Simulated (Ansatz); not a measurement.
Run this with Ansatz's Python interface and show what comes out.

`relax_cspbbr3.py`:
```python
"""Geometry optimisation of CsPbBr3 from a disturbed start."""

import ansatz as az
from ase import Atoms
from ase.io import write
import matplotlib.pyplot as plt
import numpy as np

structure = (
    az.Lattice.from_parameters(5.87, 5.87, 5.87, alpha=90.0, beta=90.0, gamma=90.0)
    .atom("Cs", (0.0, 0.0, 0.0))
    .atom("Pb", (0.5, 0.5, 0.5))
    .atom("Br", (0.0, 0.5, 0.5))
    .atom("Br", (0.5, 0.0, 0.5))
    .atom("Br", (0.5, 0.5, 0.0))
)

job = (
    structure.calculation()
    .functional("PBEsol")
    .basis(18 * az.Ha)
    .kpoints(density=2.0)
    .occupations(az.OccupationsMethod.FIXED)
    .relax(force_tolerance=0.005, max_steps=30, random_displacement=True, displacement_amplitude=0.1, displacement_seed=433)
)
steps = []


def collect(event):
    if event["event"] == "relax_step":
        steps.append(event["data"])


outcome = job.session().plan().execute(on_event=collect)
summary = outcome.report
for s in steps:
    flag = "" if s["accepted"] else "  (rejected)"
    print("step %2d  E = %.5f eV  largest force component = %.4f eV/A%s" % (s["step"], s["lagrangian_ev"], s["allowed_force_max_ev_ang"], flag))

first, last = steps[0], steps[-1]
symbols = [site.symbol for site in outcome.lattice.sites]
print(f"energy gained {first['lagrangian_ev'] - last['lagrangian_ev']:.4f} eV in {len(steps) - 1} steps")

relaxed = Atoms(symbols, positions=[site.position_ang for site in outcome.lattice.sites], cell=outcome.lattice.cell_ang, pbc=True)
write("relaxed.extxyz", relaxed, format="extxyz")

print("relaxed fractional positions")
for site in outcome.lattice.sites:
    print(f"  {site.symbol:2s}", " ".join(f"{v % 1:8.5f}" for v in np.round(site.position_frac, 5)))

print("atom   start x y z (A)              end x y z (A)")
for symbol, a, b in zip(symbols, first["positions_ang"], last["positions_ang"]):
    print(f"{symbol:3s}", " ".join(f"{v:8.4f}" for v in a), "  ", " ".join(f"{v:8.4f}" for v in b))

fig, (top, bottom) = plt.subplots(2, 1, sharex=True, figsize=(4.5, 4))
top.plot([s["lagrangian_ev"] - last["lagrangian_ev"] for s in steps], "o-")
top.set_ylabel("E - E(final) (eV)")
bottom.semilogy([max(s["allowed_force_max_ev_ang"], 1e-6) for s in steps], "s-")
bottom.set(xlabel="step", ylabel="largest force (eV/A)")
fig.tight_layout()
fig.savefig("relax.png", dpi=100)

for key in ("converged", "n_iterations", "n_electrons", "n_kpoints", "n_pw", "n_symmetry_ops", "free_energy_ev", "fermi_energy_ev"):
    print(f"{key:18s} {summary[key]}")

print(len(summary["kpoints_frac"]), "irreducible k-points (fractions, weight)")
for k, weight in list(zip(summary["kpoints_frac"], summary["kweights"]))[:8]:
    print("  {:8.4f} {:8.4f} {:8.4f}".format(*k), f"{weight:10.6f}")
```

```console
$ python relax_cspbbr3.py
step  1  E = -25556.60412 eV  largest force component = 0.0685 eV/A
step  2  E = -25556.60821 eV  largest force component = 0.0447 eV/A
step  3  E = -25556.61107 eV  largest force component = 0.0072 eV/A
step  4  E = -25556.61141 eV  largest force component = 0.0074 eV/A
step  5  E = -25556.61180 eV  largest force component = 0.0115 eV/A
step  6  E = -25556.61199 eV  largest force component = 0.0092 eV/A
step  7  E = -25556.61210 eV  largest force component = 0.0050 eV/A
step  8  E = -25556.61215 eV  largest force component = 0.0052 eV/A
step  9  E = -25556.61217 eV  largest force component = 0.0041 eV/A
step 10  E = -25556.61220 eV  largest force component = 0.0012 eV/A
energy gained 0.0081 eV in 9 steps
relaxed fractional positions
  Cs  0.95549  0.99012  0.00895
  Pb  0.50520  0.49499  0.50964
  Br  0.00586  0.49683  0.51003
  Br  0.51540  0.99500  0.50972
  Br  0.51521  0.49484  0.00971
atom   start x y z (A)              end x y z (A)
Cs   -0.0764  -0.0242   0.0598     -0.2613  -0.0580   0.0525
Pb    2.9543   2.8552   2.9921      2.9655   2.9056   2.9916
Br    0.0136   2.8532   2.9909      0.0344   2.9164   2.9939
Br    2.9316  -0.0681   3.0081      3.0254  -0.0293   2.9920
Br    2.9652   3.0232   0.0361      3.0243   2.9047   0.0570
converged          True
n_iterations       5
n_electrons        44.0
n_kpoints          14
n_pw               4945
n_symmetry_ops     1
free_energy_ev     -25556.61220197557
fermi_energy_ev    2.3926140950326396
14 irreducible k-points (fractions, weight)
    0.0000   0.0000   0.0000   0.037037
    0.0000   0.0000   0.3333   0.074074
    0.0000   0.3333   0.0000   0.074074
    0.0000   0.3333   0.3333   0.074074
    0.0000   0.3333  -0.3333   0.074074
    0.3333   0.0000   0.0000   0.074074
    0.3333   0.0000   0.3333   0.074074
    0.3333   0.0000  -0.3333   0.074074
```

It writes `relaxed.extxyz`:
```text
5
Lattice="5.87 0.0 0.0 3.594338355497482e-16 5.87 0.0 3.594338355497482e-16 3.594338355497482e-16 5.87" Properties=species:S:1:pos:R:3 pbc="T T T"
Cs      -0.26126835      -0.05800236       0.05251107
Pb       2.96550617       2.90560325       2.99156663
Br       0.03442062       2.91639937       2.99386578
Br       3.02542352      -0.02933942       2.99203833
Br       3.02430322       2.90471864       0.05699480
```

Notes:
- Total energies depend on the potentials; only differences at equal settings carry meaning. A total without «per atom» is that of the cell as typed.
- With fixed filling the reported Fermi level is the top filled level among the k-points of the SCF.
- The zero of the levels is a convention of the potentials, so an absolute Fermi energy is no work function.
- Energies along a relaxation are free energies. A last row that repeats the one before re-solves the same geometry more tightly.
- The first row is the displaced cell, and groups found at tight tolerances show what the force threshold leaves of the kick.
- The cell relaxed to the group Pm; tensors and edges are in the axes of the typed cell.
- Spin-orbit coupling, which matters for elements this heavy, is left out.
- The starting cell is as deposited in a crystallographic database; the results hold for this polymorph, which needn't be the stable one.
- Wall time of the script: 68 s on 1 thread of Arm Neoverse V1 (shared host), peak memory 0.59 GiB.

(Lines on the test bed's own set-up are left out of the output.)
